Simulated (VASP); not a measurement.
# Li2F in VASP: reference runs

How does Li2F come out in PBE? The cell is run as given.

Everything below comes from runs of VASP 6.6.1. Logs are shortened: lines on timing, memory, paths and dates and some standing lists are left out, and cuts for length are marked.

**1. The sheet as given**

The cell holds a sheet with vacuum, 3 atoms: a = 2.944 Å, b = 2.944 Å, c = 28.504 Å, α = 90.00°, β = 90.00°, γ = 120.00°.

The cell was built by a generator and needn't be a form met in nature.

**2. Single point, PBE**

INCAR

```
SYSTEM = Li2F
ALGO = Normal ; DIPOL = 0.5 0.5 0.281
EDIFF = 1E-7 ; ENCUT = 520
GGA = PE ; IDIPOL = 3
ISIF = 2 ; ISMEAR = -1
LASPH = .True. ; LCHARG = .False.
LDIPOL = .True. ; LREAL = .False.
LWAVE = .False. ; NBANDS = 14
NELM = 60 ; PREC = Accurate
SIGMA = 0.05
```

KPOINTS

```
k-points
0
Gamma
  10 10 1
  0 0 0
```

POSCAR

```
Li2F
1.0
    2.9438400000      0.0000000000      0.0000000000
   -1.4719200000      2.5494400000      0.0000000000
    0.0000000000      0.0000000000     28.5035300000
Li F
2 1
Direct
    0.6666700000      0.3333300000      0.2395000000
    0.3333300000      0.6666700000      0.3218400000
    0.0000000000      0.0000000000      0.2806700000
```

Potentials or basis: VASP PAW PBE potentials, release 64 (Li_sv, F).

Launch:

```
$ cat potpaw_PBE.64/Li_sv/POTCAR potpaw_PBE.64/F/POTCAR > POTCAR
$ mpirun -np 1 vasp_std > vasp.out
```

OUTCAR:

```text
SYSTEM = Li2F
   EDIFF = 1E-7
   ENCUT = 520
   GGA = PE
   ISIF = 2
   ISMEAR = -1
   LASPH = .True.
   LREAL = .False.
   NELM = 60
   PREC = Accurate

 ion  position               nearest neighbor table
   1  0.667  0.333  0.239-   3 2.07   3 2.07   3 2.07
   2  0.333  0.667  0.322-   3 2.07   3 2.07   3 2.07
   3  0.000  0.000  0.281-   1 2.07   2 2.07   2 2.07   1 2.07   1 2.07   2 2.07

  LATTYP: Found a hexagonal cell.
 ALAT       =     2.9438400000
 C/A-ratio  =     9.6824317898

  Lattice vectors:

 A1 = (   2.9438400000,   0.0000000000,   0.0000000000)
 A2 = (  -1.4719200000,   2.5494400000,   0.0000000000)
 A3 = (   0.0000000000,   0.0000000000,  28.5035300000)

Analysis of symmetry for initial positions (statically):
=====================================================================
 Subroutine PRICEL returns:
 Original cell was already a primitive cell.

 Routine SETGRP: Setting up the symmetry group for a
 hexagonal supercell.

 Subroutine GETGRP returns: Found  4 space group operations
 (whereof  2 operations were pure point group operations)
 out of a pool of 24 trial point group operations.

The static configuration has the point symmetry C_1h.
 The point group associated with its full space group is C_2h.

Analysis of symmetry for dynamics (positions and initial velocities):
=====================================================================
 Subroutine PRICEL returns:
 Original cell was already a primitive cell.

 Routine SETGRP: Setting up the symmetry group for a
 hexagonal supercell.

 Subroutine GETGRP returns: Found  4 space group operations
 (whereof  2 operations were pure point group operations)
 out of a pool of 24 trial point group operations.

The dynamic configuration has the point symmetry C_1h.
 The point group associated with its full space group is C_2h.

 Subroutine INISYM returns: Found  4 space group operations
 (whereof  2 operations are pure point group operations),
 and found     1 'primitive' translations

----------------------------------------------------------------------------------------

                                     Primitive cell

  volume of cell :     213.9231

  direct lattice vectors                    reciprocal lattice vectors
     2.943840000  0.000000000  0.000000000     0.339692375  0.196121501  0.000000000
    -1.471920000  2.549440000  0.000000000     0.000000000  0.392243002  0.000000000
     0.000000000  0.000000000 28.503530000     0.000000000  0.000000000  0.035083374

  length of vectors
     2.943840000  2.943839805 28.503530000     0.392242976  0.392243002  0.035083374

  position of ions in fractional coordinates (direct lattice)
     0.666670000  0.333330000  0.239500000
     0.333330000  0.666670000  0.321840000
     0.000000000  0.000000000  0.280670000

  ion indices of the primitive-cell ions
   primitive index   ion index
                 1           1
                 2           2
                 3           3

----------------------------------------------------------------------------------------

 KPOINTS: k-points

Automatic generation of k-mesh.
 Grid dimensions read from file:
 generate k-points for:   10   10    1

 Generating k-lattice:

  Cartesian coordinates                     Fractional coordinates (reciprocal lattice)
     0.033969237  0.019612150  0.000000000     0.100000000  0.000000000  0.000000000
     0.000000000  0.039224300  0.000000000     0.000000000  0.100000000  0.000000000
     0.000000000  0.000000000  0.035083374     0.000000000  0.000000000  1.000000000

  Length of vectors
     0.039224298  0.039224300  0.035083374

  Shift w.r.t. Gamma in fractional coordinates (k-lattice)
     0.000000000  0.000000000  0.000000000

 Subroutine IBZKPT returns following result:
 ===========================================

 Found     31 irreducible k-points:

 Following reciprocal coordinates:
            Coordinates               Weight
  0.000000  0.000000  0.000000      1.000000
  0.100000 -0.000000  0.000000      4.000000
 -0.100000  0.100000  0.000000      2.000000
  0.200000 -0.000000  0.000000      4.000000
 -0.200000  0.200000  0.000000      2.000000
  0.300000  0.000000  0.000000      4.000000
[... 16 lines left out ...]
  0.200000  0.200000  0.000000      2.000000
 -0.200000  0.400000  0.000000      4.000000
 [... further k-points ...]
   k-points           NKPTS =     31   k-points in BZ     NKDIM =     31   number of bands    NBANDS=     14
   number of dos      NEDOS =    301   number of ions     NIONS =      3
   total plane-waves  NPLWV = 124416
   dimension x,y,z NGX =    24 NGY =   24 NGZ =  216
   dimension x,y,z NGXF=    48 NGYF=   48 NGZF=  432
   ions per type =               2   1
   NGX,Y,Z   is equivalent  to a cutoff of  13.55, 13.55, 12.60 a.u.
   NGXF,Y,Z  is equivalent  to a cutoff of  27.11, 27.11, 25.20 a.u.
 SYSTEM =  Li2F
   PREC   = accura    normal or accurate (medium, high low for compatibility)
   ISTART =      0    job   : 0-new  1-cont  2-samecut
   ICHARG =      2    charge: 1-file 2-atom 10-const
   ISPIN  =      1    spin polarized calculation?
   LNONCOLLINEAR =      F non collinear calculations
   LSORBIT =      F    spin-orbit coupling
   LASPH  =      T    aspherical Exc in radial PAW
   ENCUT  =  520.0 eV  38.22 Ry    6.18 a.u.   5.47  5.47 53.00*2*pi/ulx,y,z
   NELM   =     60;   NELMIN=  2; NELMDL= -5     # of ELM steps
   EDIFF  = 0.1E-06   stopping-criterion for ELM
   LREAL  =      F    real-space projection
   EDIFFG = 0.1E-05   stopping-criterion for IOM
   NSW    =      0    number of steps for IOM
   IBRION =     -1    ionic relax: 0-MD 1-quasi-New 2-CG
   NFREE  =      0    steps in history (QN), initial steepest desc. (CG)
   ISIF   =      2    stress and relaxation
   ISYM   =      2    0-nonsym 1-usesym 2-fastsym
   POTIM  = 0.5000    time-step for ionic-motion
   TEBEG  =    0.0;   TEEND  =   0.0 temperature during run
   PSTRESS=    0.0 pullay stress
   NELECT =      13.0000    total number of electrons
   NUPDOWN=      -1.0000    fix difference up-down
   EMIN   =  10.00;   EMAX   =-10.00  energy-range for DOS
   EFERMI =   0.00;   METHOD = LEGACY
   ISMEAR =    -1;   SIGMA  =   0.05  broadening in eV -4-tet -1-fermi 0-gaus
   EFERMI_NEDOS =   21; number of points for ismear=-14 and -15
   IALGO  =     38    algorithm
   IMIX   =      4    mixing-type and parameters
     AMIX     =   0.40;   BMIX     =  1.00
     AMIX_MAG =   1.60;   BMIX_MAG =  1.00
  volume/ion in A,a.u.               =      71.31       481.21
  Fermi-wavevector in a.u.,A,eV,Ry     =   0.643631  1.216286  5.636356  0.414260
  Thomas-Fermi vector in A             =   1.710694
   LORBIT       =      0    0 simple, 1 ext, 2 COOP (PROOUT), +10 PAW based schemes
   GGA     = PE    functional components
   LHFCALC =     F    Hartree Fock is set to
   AEXX    =    0.0000 exact exchange contribution
   IVDW    =     0    specifies the selected vdW correction
   LEPSILON=     F    determine dielectric tensor
   LRPA    =     F    only Hartree local field effects (RPA)
 non-spin polarized calculation
  energy-cutoff  :      520.00
  volume of cell :      213.92
 maximum number of plane-waves:      5867
 NGX is ok and might be reduce to    24
   NGX = 11   NGY = 11   NGZ =105

 dipolmoment           0.000000      0.000000      0.000001 electrons x Angstroem

 number of electron      13.0000012 magnetization

 dipolmoment           0.000000      0.000000     -0.000000 electrons x Angstroem

 Free energy of the ion-electron system (eV)
  ---------------------------------------------------
  ext. energy  EPLUGINS =         0.00000000
  ---------------------------------------------------
  free energy    TOTEN  =       -10.47401294 eV

  energy without entropy =      -10.46941460  energy(sigma->0) =      -10.47171377

 E-fermi :  -2.7955     XC(G=0):  -2.0795

 val. band max:       -2.9258633943   @ k =  -0.2000   0.2000   0.0000
 cond. band min:      -2.6867714616   @ k =  -0.3000   0.3000   0.0000
 fundamental gap:      0.2390919327
 Fermi energy:        -2.7955315418

 k-point     1 :       0.0000    0.0000    0.0000
  band No.  band energies     occupation
      1     -50.8361      2.00000
      2     -50.8131      2.00000
      3     -29.5615      2.00000
      4     -11.3154      2.00000
      5     -10.1409      2.00000
      6     -10.1409      2.00000
      7      -4.3046      2.00000
      8      -3.6412      2.00000
      9      -0.5865      0.00000
     10       0.9524      0.00000
     11       1.1928      0.00000
     12       1.6210      0.00000
     13       1.9275      0.00000
     14       2.5995      0.00000

 k-point     2 :       0.1000   -0.0000    0.0000
  band No.  band energies     occupation
      1     -50.8335      2.00000
      2     -50.8116      2.00000
      3     -29.5361      2.00000
      4     -11.2914      2.00000
      5     -10.3640      2.00000
      6     -10.1851      2.00000
      7      -4.1091      2.00000
      8      -3.4603      2.00000
      9      -0.3001      0.00000
     10       1.1586      0.00000
     11       1.4358      0.00000
     12       1.8562      0.00000
     13       2.1458      0.00000
     14       2.8347      0.00000
[... 343 lines left out ...]
      1     -50.8131      2.00000
      2     -50.8016      2.00000
      3     -29.3425      2.00000
      4     -11.5928      2.00000
      5     -11.1137      2.00000
      6     -10.6955      2.00000
      7      -2.1212      0.00000
      8      -1.5859      0.00000
      9       1.9915      0.00000
     10       2.9753      0.00000
     11       3.9794      0.00000
     12       4.2804      0.00000
     13       4.3952      0.00000
     14       4.9365      0.00000

 k-point    24 :      -0.2000    0.4000    0.0000
  band No.  band energies     occupation
      1     -50.8131      2.00000
      2     -50.8016      2.00000
      3     -29.3425      2.00000
      4     -11.5928      2.00000
      5     -11.1137      2.00000
      6     -10.6955      2.00000
      7      -2.1212      0.00000
      8      -1.5859      0.00000
      9       1.9915      0.00000
     10       2.9753      0.00000
     11       3.9794      0.00000
     12       4.2804      0.00000
     13       4.3952      0.00000
     14       4.9365      0.00000

 [... further k-points ...]

------------------------ aborting loop because EDIFF is reached ----------------------------------------

 vacuum level on the upper side and lower side of the slab       (xc-potential included)        -0.010        -0.010

  FORCE on cell =-STRESS in cart. coord.  units (eV):
  Direction    XX          YY          ZZ          XY          YZ          ZX
  --------------------------------------------------------------------------------------
  -------------------------------------------------------------------------------------
  Total       -0.0547320     -0.0547514     -0.0639706     -0.0000168     -0.0000092      0.0000160
  in kB       -0.4099158     -0.4100609     -0.4791080     -0.0001258     -0.0000690      0.0001196
  external PRESSURE =      -0.4330282 kB  Pullay stress =       0.0000000 kB

 VOLUME and BASIS-vectors are now :
 -----------------------------------------------------------------------------
  energy-cutoff  :      520.00
  volume of cell :      213.92
      direct lattice vectors                 reciprocal lattice vectors
     2.943840000  0.000000000  0.000000000     0.339692375  0.196121501  0.000000000
    -1.471920000  2.549440000  0.000000000     0.000000000  0.392243002  0.000000000
     0.000000000  0.000000000 28.503530000     0.000000000  0.000000000  0.035083374

 POSITION                                       TOTAL-FORCE (eV/Angst)
 -----------------------------------------------------------------------------------
      1.47193      0.84980      6.82660        -0.000008      0.000005     -0.000955
     -0.00001      1.69964      9.17358         0.000008     -0.000005      0.000955
      0.00000      0.00000      8.00009         0.000000      0.000000      0.000000
 -----------------------------------------------------------------------------------
    total drift:                               -0.000000     -0.000000     -0.000008

  FREE ENERGIE OF THE ION-ELECTRON SYSTEM (eV)
  ---------------------------------------------------
  free  energy   TOTEN  =       -10.4740129438 eV

  energy  without entropy=      -10.4694145971  energy(sigma->0) =      -10.47171377

 vacuum level on the upper side and lower side of the slab         1.432         1.432
```

Run time: 5.7 min. Hardware: 1 thread of AMD EPYC, shared host; peak memory 0.33 GiB.

What came out:

```yaml
Free_energy: -10.4740 eV
Band_gap_on_the_k_mesh: none (metal or under the smearing width)
```

Levels at points of the mesh, in eV from the Fermi level:
```csv
k point,band 4,band 5,band 6,band 7,band 8,band 9
"(0.00, 0.00, 0.00)",-8.52,-7.35,-7.35,-1.51,-0.85,2.21
"(0.50, 0.00, 0.00)",-9.34,-8.21,-7.79,1.53,2.89,4.40
"(0.50, 0.50, 0.00)",-9.34,-8.21,-7.79,1.53,2.89,4.40
```

Caveat: the cutoff is under 1.25 times the usual one of these potentials, so pressure, stress and relaxed cells hold a basis-set (Pulay) error; an odd number of electrons without spin polarisation forces a metal; a magnetic or distorted state may lie lower.
